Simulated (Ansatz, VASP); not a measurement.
This is a calculation of Zr for Ansatz 0.2.0.

input.yaml

```yaml
crystal:
  lattice:
    - [-1.7730508568, 1.7730508568, 1.7730508568]
    - [1.7730508568, -1.7730508568, 1.7730508568]
    - [1.7730508568, 1.7730508568, -1.7730508568]
  atoms:
    - { symbol: Zr, position: [0.0, 0.0, 0.0] }
hamiltonian:
  xc: pbe
  pseudopotentials: { kind: paw }
kpoints:
  mp_grid: { grid: [10, 10, 10] }
scf:
  occupations: { method: fermi_dirac, width: 0.05 }
output:
  forces: true
  stress: true
  eigenvalues: true
```

Potentials or basis: Ansatz PAW.

The run is started by

```sh
$ ansatz run input.yaml --threads 1 --pin off --max-ram 3584MiB --backend cpu --events-out ev --progress --plain --runs-dir out
```

Task: Translate it to VASP 6.6.1. Potentials there: VASP PAW PBE potentials, release 64 (Zr_sv).

Result: As run (the cutoff follows the program's own potentials):

The input INCAR:

```
SYSTEM = Zr
  PREC = Accurate
  ENCUT = 520
  EDIFF = 1E-6
  ISMEAR = -1
  SIGMA = 0.05
  LREAL = .False.
  LASPH = .True.
  NELM = 80
  ALGO = Normal
  ISIF = 2
  LWAVE = .False.
  LCHARG = .False.
  GGA = PE
  NBANDS = 12
```

Contents of KPOINTS:

```
regular mesh
0
Gamma
  10 10 10
  0 0 0
```

File POSCAR:

```
Zr
1.0
   -1.7730508568      1.7730508568      1.7730508568
    1.7730508568     -1.7730508568      1.7730508568
    1.7730508568      1.7730508568     -1.7730508568
Zr
1
Direct
    0.0000000000      0.0000000000      0.0000000000
```

Potentials or basis: VASP PAW PBE potentials, release 64 (Zr_sv).

The run is started by

```console
$ cat potpaw_PBE.64/Zr_sv/POTCAR > POTCAR
$ mpirun -np 1 vasp_std > vasp.out
```

Both were run:

|  | VASP | Ansatz | Ansatz less VASP |
| --- | --- | --- | --- |
| gap on the k mesh at the Fermi level (eV) | none | none | - |
| pressure (GPa) | 1.7 | 1.7 | -0.04 |

A gap of «none» marks a metal or a gap that the smearing closes.
